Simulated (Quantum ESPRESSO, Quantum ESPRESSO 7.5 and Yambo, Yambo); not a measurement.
## Quasiparticle gap of Sb (buckled honeycomb monolayer) in Yambo

Wanted: ground state, empty states, screening and self-energy for Sb (buckled honeycomb monolayer).

Program: Quantum ESPRESSO 7.5 and Yambo 5.3.0. Level of theory: PBE and many-body steps on it, plane waves. Results are calculated unless marked as measured.

**What was measured.**

- Gap 2.21 eV: optical gap from PL emission peak; photoluminescence, 355 nm excitation; monolayer (antimonene on antimony oxide after hydrogen reduction) (“Ultrathin high-κ antimony oxide single crystals”, 2020, pmc:7237679).

Most raw output is cut from this account.

## (1) Set-up

The cell holds 2 atoms: 2 Sb. Cell: a = 4.127 Å, b = 4.127 Å, c = 14.000 Å, α = 90.0°, β = 90.0°, γ = 120.0°. Vacuum lies along c.

The structure was relaxed with PBE. The runs that relaxed it are not among those shown. Spin-orbit coupling is left out unless a step names it.

## (2) Ground state

This step: Quantum ESPRESSO 7.5; DFT, PBE, plane waves, norm-conserving pseudopotentials.

The ground-state density comes first.

The input, pw.in:

```
&control
  calculation = 'scf'
  prefix = 'x'
  outdir = 'o'
  pseudo_dir = 'pseudo'
/
&system
  ibrav = 0
  nat = 2
  ntyp = 1
  ecutwfc = 72.0
  nbnd = 20
  force_symmorphic = .true.
/
&electrons
  conv_thr = 1e-10
  electron_maxstep = 80
  mixing_beta = 0.5
/
ATOMIC_SPECIES
  Sb 121.76 Sb.upf
CELL_PARAMETERS angstrom
  4.1271537147 -0.0000000002 0.0000000000
  -2.0635768572 3.5742199623 0.0000000000
  0.0000000000 0.0000000000 14.0000000000
ATOMIC_POSITIONS crystal
  Sb 0.3333333333 0.6666666667 0.4415839531
  Sb 0.6666666667 0.3333333333 0.5584160469
K_POINTS automatic
  9 9 1 0 0 0
```

Started as:

```console
$ OMP_NUM_THREADS=1 mpirun -n 4 pw.x -nk 4 -in pw.in > pw.out
```

Run time: 13 s. Hardware: 4 MPI ranks of Arm Neoverse V2, shared host; peak memory 0.54 GiB.

This step gave:

- total energy: -4949.8039 eV
- gap: 1.306 eV
- k of the valence top: 0, 0, 0
- k of the conduction bottom: 0, 0.3333, 0
- least direct gap: 1.560 eV

The gap is indirect, with the least direct gap 0.25 eV higher.

## (3) Bands along the symmetry lines

Levels along a band path, at the cheap level, show where the edges lie and whether the meshes to come will hold them.

The input, pw.in:

```
&control
  calculation = 'bands'
  prefix = 'x'
  outdir = 'o'
  pseudo_dir = 'pseudo'
/
&system
  ibrav = 0
  nat = 2
  ntyp = 1
  ecutwfc = 72.0
  nbnd = 21
  force_symmorphic = .true.
/
&electrons
  conv_thr = 1e-9
  electron_maxstep = 80
  diago_full_acc = .true.
  diago_thr_init = 5e-6
/
ATOMIC_SPECIES
  Sb 121.76 Sb.upf
CELL_PARAMETERS angstrom
  4.1271537147 -0.0000000002 0.0000000000
  -2.0635768572 3.5742199623 0.0000000000
  0.0000000000 0.0000000000 14.0000000000
ATOMIC_POSITIONS crystal
  Sb 0.3333333333 0.6666666667 0.4415839531
  Sb 0.6666666667 0.3333333333 0.5584160469
K_POINTS crystal
  25
  0.00000000 0.00000000 0.00000000 1
  0.06250000 0.00000000 0.00000000 1
  0.12500000 0.00000000 0.00000000 1
  0.18750000 0.00000000 0.00000000 1
  0.25000000 0.00000000 0.00000000 1
  0.31250000 0.00000000 0.00000000 1
  0.37500000 0.00000000 0.00000000 1
  0.43750000 0.00000000 0.00000000 1
  0.50000000 0.00000000 0.00000000 1
  0.47916667 0.04166667 0.00000000 1
  0.45833333 0.08333333 0.00000000 1
  0.43750000 0.12500000 0.00000000 1
  0.41666666 0.16666666 0.00000000 1
  0.39583333 0.20833333 0.00000000 1
  0.37500000 0.25000000 0.00000000 1
  0.35416666 0.29166666 0.00000000 1
  0.33333333 0.33333333 0.00000000 1
  0.29166666 0.29166666 0.00000000 1
  0.25000000 0.25000000 0.00000000 1
  0.20833333 0.20833333 0.00000000 1
  0.16666666 0.16666666 0.00000000 1
  0.12500000 0.12500000 0.00000000 1
  0.08333333 0.08333333 0.00000000 1
  0.04166667 0.04166667 0.00000000 1
  0.00000000 0.00000000 0.00000000 1
```

Run time: 9.9 s. Hardware: 4 MPI ranks; peak memory 0.43 GiB; 39 s of CPU time.

Numbers from this step:

```
gap                        : 1.289 eV
k of the valence top       : 0, 0, 0
k of the conduction bottom : 0.3125, 0, 0
least direct gap           : 1.560 eV
```

The gap is 1.289 eV, −0.017 eV from the run before at this level.

Electronic bands along the path, in eV, zero at the top of the highest filled band:

| point | band 12 | band 13 | band 14 | band 15 | band 16 | band 17 | band 18 | band 19 |
| --- | --- | --- | --- | --- | --- | --- | --- | --- |
| Γ | -6.28 | -0.56 | 0.00 | 0.00 | 1.56 | 2.79 | 2.79 | 4.44 |
| halfway | -6.48 | -2.58 | -0.93 | -0.51 | 1.37 | 3.46 | 3.49 | 5.04 |
| M | -7.76 | -2.90 | -1.53 | -1.43 | 1.65 | 2.47 | 3.55 | 5.13 |
| halfway | -7.89 | -3.07 | -2.06 | -1.43 | 2.07 | 2.93 | 3.28 | 5.55 |
| K | -8.45 | -3.47 | -1.76 | -1.76 | 1.54 | 3.59 | 3.59 | 6.65 |
| halfway | -6.61 | -2.59 | -1.82 | -0.49 | 2.20 | 2.74 | 3.75 | 5.25 |
| Γ | -6.28 | -0.56 | 0.00 | 0.00 | 1.56 | 2.79 | 2.79 | 4.44 |

## (4) Empty states on the mesh, 6×6×1 mesh, 289 bands

The sums over transitions need many empty states on a uniform mesh; this step solves for them.

The input, pw.in:

```
&control
  calculation = 'nscf'
  prefix = 'x'
  outdir = 'o'
  pseudo_dir = 'pseudo'
/
&system
  ibrav = 0
  nat = 2
  ntyp = 1
  ecutwfc = 72.0
  nbnd = 289
  force_symmorphic = .true.
/
&electrons
  conv_thr = 1e-9
  electron_maxstep = 80
  diago_full_acc = .true.
  diago_thr_init = 5e-6
/
ATOMIC_SPECIES
  Sb 121.76 Sb.upf
CELL_PARAMETERS angstrom
  4.1271537147 -0.0000000002 0.0000000000
  -2.0635768572 3.5742199623 0.0000000000
  0.0000000000 0.0000000000 14.0000000000
ATOMIC_POSITIONS crystal
  Sb 0.3333333333 0.6666666667 0.4415839531
  Sb 0.6666666667 0.3333333333 0.5584160469
K_POINTS automatic
  6 6 1 0 0 0
```

Run time: 91 s. Hardware: 4 MPI ranks; peak memory 1.6 GiB.

Numbers from this step:

| Item | Value |
| --- | --- |
| gap | 1.306 eV |
| k of the valence top | 0, 0, 0 |
| k of the conduction bottom | 0, 0.3333, 0 |
| least direct gap | 1.560 eV |
| k points computed | 7 |
| lowest point of the top converged band, above the valence top | 68.9485 eV |

On this mesh the gap is 1.306 eV.

## (5) Conversion and set-up

This step: Yambo 5.3.0; conversion and set-up on PBE, plane waves, norm-conserving pseudopotentials.

The states are converted to the many-body program's format and the q mesh is built.

Started as:

```console
$ (cd o/x.save; p2y > p2y.log; mv SAVE ../..); yambo > setup.log
```

The job ended after 2.2 s (1 MPI rank; peak memory 0.25 GiB).

## (6) Screening and self-energy, 6×6×1 mesh, 289 bands, screening to 163.3 eV

G0W0 replaces the xc potential by the self-energy, built once from these orbitals. Only a window of levels is corrected, while the sums run over the empty bands that the input names.

This step: G0W0 on PBE, plane waves, norm-conserving pseudopotentials.

The input, gw3.in:

```
HF_and_locXC
gw0
dyson
ppa
em1d
rim_cut
rim_w
RandQpts= 3000000
RandGvec= 100 RL
CUTGeo= "slab z"
RandGvecW= 9 RL
EXXRLvcs= 72 Ry
VXCRLvcs= 288 Ry
Chimod= "HARTREE"
% BndsRnXp
 1 | 289 |
%
NGsBlkXp= 12 Ry
% LongDrXp
 1 | 1 | 0 |
%
% GbndRnge
 1 | 289 |
%
DysSolver= "n"
ExtendOut
PPAPntXp= 27.21138 eV
% QPkrange
 1 | 1 | 14 | 17 |
 3 | 3 | 14 | 17 |
%
```

Started as:

```console
$ OMP_NUM_THREADS=1 mpirun -n 4 yambo -F gw3.in -J gw3 -C gw3 > gw3.log
```

Elapsed: 22 min, on 4 MPI ranks; peak memory 4 GiB; 87 min of CPU time.

Numbers from this step:

* G0W0 gap on the points computed: 2.374 eV
* starting gap on the mesh: 1.306 eV
* k of the valence top: 0, 0, 0
* k of the conduction bottom: 0, 0.3333, 0
* least direct G0W0 gap on the computed points: 2.690 eV
* Z at the valence top: 0.7353
* Z at the conduction bottom: 0.7413

The gap on the mesh goes from 1.31 eV to 2.37 eV, a correction of +1.07 eV.

Limits: finite bands, cutoff and mesh; exchange with frozen shells missing; no spin-orbit coupling. v1 is the top filled band, c1 the lowest empty one. Levels before and after the correction, in eV, zero at the valence-band top of each column:

|  | conduction bottom | valence top |
| --- | --- | --- |
| Kohn-Sham | 1.31 | 0.00 |
| G0W0 | 2.37 | 0.00 |

|  | level | energy (eV) |
| --- | --- | --- |
| Kohn-Sham | Γ v2-v1 | 0.000 |
| Kohn-Sham | Γ c1 | 1.560 |
| Kohn-Sham | Γ c2 | 2.786 |
| Kohn-Sham | (0 0.333 0) v2 | -1.257 |
| Kohn-Sham | (0 0.333 0) v1 | -0.802 |
| Kohn-Sham | (0 0.333 0) c1 | 1.306 |
| Kohn-Sham | (0 0.333 0) c2 | 3.090 |
| G0W0 | Γ v2-v1 | 0.000 |
| G0W0 | Γ c1 | 2.690 |
| G0W0 | Γ c2 | 3.886 |
| G0W0 | (0 0.333 0) v2 | -1.292 |
| G0W0 | (0 0.333 0) v1 | -0.899 |
| G0W0 | (0 0.333 0) c1 | 2.374 |
| G0W0 | (0 0.333 0) c2 | 4.250 |

## (7) Where the time went

Times are wall times on the hardware named with each run, good to a factor of about two.

| step | time | share | memory (GiB) |
| --- | --- | --- | --- |
| ground state | 13 s | 1 % | 0.54 |
| bands along the symmetry lines | 9.9 s | 1 % | 0.43 |
| empty states on the mesh | 91 s | 6 % | 1.6 |
| conversion and set-up | 2.2 s | 0 % | 0.25 |
| screening and self-energy | 22 min | 92 % | 4.0 |

## (8) Results

```yaml
pbe_gap: 1.29 eV, indirect
g0w0_gap_on_the_mesh: 2.37 eV
gw_settings: 6×6×1 mesh, 289 bands, screening to 163.3 eV, Godby-Needs plasmon pole
known_limits: not at the basis limit; exchange with frozen shells missing; no spin-orbit coupling
```

**Reading.** G0W0 moves the gap on the mesh from 1.31 eV to 2.37 eV (+1.07 eV), with Z of 0.74 and 0.74 at the edges. Only 2 of the mesh's irreducible points were corrected, so a valley elsewhere could overtake. The dearest step here is «screening and self-energy». Against experiment, by G0W0@PBE: the direct gap of 2.69 eV lies +0.48 eV from the measured 2.21 eV (exciton, 2020). An exciton line or allowed optical edge lies below the quasiparticle gap by the binding energy; a forbidden edge can push the onset above it. The computed sheet is free-standing; a substrate or cover screens it further and lowers both gap and binding, while the exciton line moves little. The calculation has static nuclei and no excitons; a measured gap holds zero-point and thermal motion, which mostly lowers it. Bands and cutoff are finite, so the gap is not at the basis limit. The miss can reach some tenths of an eV and take either sign; the mesh is an error of its own. In the G0W0 run levels were corrected at 2 k points alone, so a gap called «on the mesh» is the least over those, and an edge elsewhere would be missed. The norm-conserving file of at least one element keeps a d shell over frozen s and p shells of the same row. Exchange with those shells is missing from the self-energy, an error of 0.3 to 0.9 eV in cases checked, whose sign depends on which edge lies on those atoms. The many-body steps are scalar-relativistic: spin-orbit coupling is not in them.

[Paths, hosts, dates, memory and timing lines, banners, echoed tables and standing remarks are left out of the program output.]

[Logs are printed without paths, hosts, clocks, repeated set-up lines and the standing remarks that a program may print on its own settings, such as how far it seeks lower states.]

[Runs of the session that timed out or met a known fault of the program may be left out.]

[Hosts, paths, dates, database ids (printed as entryN), source tags and the programs' standing remarks are cut or masked in the printed files.]
